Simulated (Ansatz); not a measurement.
# fluorite-structured PbF2

The computed numbers are results of PBE with spin–orbit coupling (two-component spinors) in the plane-wave PAW code Ansatz at 420 eV, 8×8×8 k-mesh, Gaussian smearing of 0.05 eV; PAW files: Ansatz's generated set soft_2.

```yaml
crystal:
  lattice:
    - [0.00000, 2.99897, 2.99897]
    - [2.99897, 0.00000, 2.99897]
    - [2.99897, 2.99897, 0.00000]
  atoms:
    - { symbol: Pb, position: [0.00000, 0.00000, 0.00000] }
    - { symbol: F, position: [0.25000, 0.25000, 0.25000] }
    - { symbol: F, position: [0.75000, 0.75000, 0.75000] }
```

The start was a prototype's sites filled with these elements; the Crystallography Open Database holds the compound in this structure.

Q: Which orbitals make up the states within about 0.6 eV of each band edge?

A: Valence edge: F 2p 70 %, Pb 6s 30 %. Conduction edge: Pb 6p 83 %, F 2p 10 %. Shares are among the projected shells; the gap is 4.04 eV.

Density of states (tetrahedra, averaged over 0.4 eV; states/eV per cell of 3 atoms; energy in eV from the Fermi level; projections on Löwdin-orthogonalised atomic orbitals, summed over sites):

```
    E  total  F 2p  Pb 6p  Pb 6s  F 2s
-6.45    0.0   0.0    0.0    0.0   0.0
-6.05    0.0   0.0    0.0    0.0   0.0
-5.65    0.1   0.1    0.0    0.0   0.0
-5.25    3.3   2.7    0.6    0.0   0.0
-4.85    4.7   4.0    0.6    0.0   0.0
-4.45    4.1   3.7    0.3    0.0   0.0
-4.05    4.0   3.8    0.1    0.0   0.0
-3.65    8.2   8.0    0.1    0.0   0.0
-3.25    1.0   0.9    0.0    0.0   0.0
-2.85    0.5   0.4    0.0    0.1   0.0
-2.45    1.2   0.9    0.0    0.3   0.0
-2.05    3.0   2.0    0.0    0.9   0.0
-1.65    0.0   0.0    0.0    0.0   0.0
-1.25    0.0   0.0    0.0    0.0   0.0
-0.85    0.0   0.0    0.0    0.0   0.0
-0.45    0.0   0.0    0.0    0.0   0.0
-0.05    0.0   0.0    0.0    0.0   0.0
 0.35    0.0   0.0    0.0    0.0   0.0
 0.75    0.0   0.0    0.0    0.0   0.0
 1.15    0.0   0.0    0.0    0.0   0.0
 1.55    0.0   0.0    0.0    0.0   0.0
 1.95    0.1   0.0    0.1    0.0   0.0
 2.35    0.9   0.1    0.7    0.0   0.1
 2.75    4.1   0.6    3.2    0.1   0.2
 3.15    0.0   0.0    0.0    0.0   0.0
 3.55    0.0   0.0    0.0    0.0   0.0
 3.95    0.0   0.0    0.0    0.0   0.0
```

The valence edge mixes anion p with metal states, so the bond is partly covalent and the gap isn't a plain transfer from F to Pb.

Semilocal functionals underestimate band gaps, commonly by a third or more.
